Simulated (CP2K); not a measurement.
# C in CP2K: the effect of functional

The system is C.

```
C
1.0
     2.52210    0.00000    0.00000
    -1.26105    2.18420    0.00000
     0.00000    0.00000    8.23710
C
8
Direct
  0.66667 0.33333 0.84375
  0.33333 0.66667 0.34375
  0.66667 0.33333 0.65625
  0.33333 0.66667 0.15625
  0.00000 0.00000 0.90625
  0.00000 0.00000 0.40625
  0.00000 0.00000 0.59375
  0.00000 0.00000 0.09375
```

This is a hexagonal form of diamond, not graphite.

Alike in all runs:

```yaml
Program: CP2K 2026.2
Task: atomic charges
Potentials_or_basis: POTENTIAL_UZH C GTH-PBE-q4; DZVP-MOLOPT-PBE-GTH basis
Density_cutoff: 9184 eV
k_mesh: 9 × 9 × 3
Occupations: fermi-dirac, width 0.05 eV
Spin: no spin polarisation
```

Question: One run gave: gap on the mesh 5.04 eV; pressure 5.7 GPa. Which functional did it use?
A. RPBE
B. PBEsol
C. LDA
D. PBE
E. WC

Answer: A.

```csv
functional,gap on the mesh (eV),pressure (GPa)
PBE,4.98,4.3
LDA,4.80,0.7
PBEsol,4.84,0.9
RPBE,5.04,5.7
WC,4.88,1.4
PW91,5.00,4.9
TASK,5.00,10.5
```

Caveats: an odd mesh through Γ misses points on the zone boundary, where band edges often lie; the basis of atomic orbitals isn't converged, which shifts pressures, moduli and gaps; the potentials were made for another functional, which shifts forces and pressure (some runs).
